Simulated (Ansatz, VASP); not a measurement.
## Si: VASP beside Ansatz

```
CELL_PARAMETERS angstrom
-0.02051 2.72349 2.74400
2.72349 -0.02051 2.74400
2.70297 2.70297 0.00000
ATOMIC_POSITIONS crystal
Si 0.99905 0.99905 0.00095
Si 0.25095 0.25095 0.24905
```

Change from the starting cell: strained cell.

Alike in both runs: functional PBEsol; k mesh 10 × 10 × 10; occupations gaussian, width 0.02 eV; no spin polarisation.

Ansatz relaxed the structure, and its values are those at the end. VASP's run is a single point on that final structure, the one shown.

|  | VASP | Ansatz |
| --- | --- | --- |
| version | VASP 6.6.1 | Ansatz 0.2.0 |
| potentials or method | VASP PAW PBE potentials, release 64 (Si) | scalar-relativistic, plane waves, PAW |
| plane-wave cutoff (eV) | 520 | 420 |
| valence electrons in the cell | 8 | 8 |

Ansatz gave:

```
gap on the k mesh at the Fermi level (eV) : 0.39
least direct gap on the mesh (eV)         : 2.33
pressure (GPa)                            : -1.3
```

Question: Estimate VASP's values.

Answer: gap on the k mesh at the Fermi level (eV): 0.38; least direct gap on the mesh (eV): 2.33; pressure (GPa): -1.2.

Ansatz warned: «stress_scf_threshold_loose».

Caveats: the PAW data sets were made with another functional, which shifts forces and pressure a little (VASP).
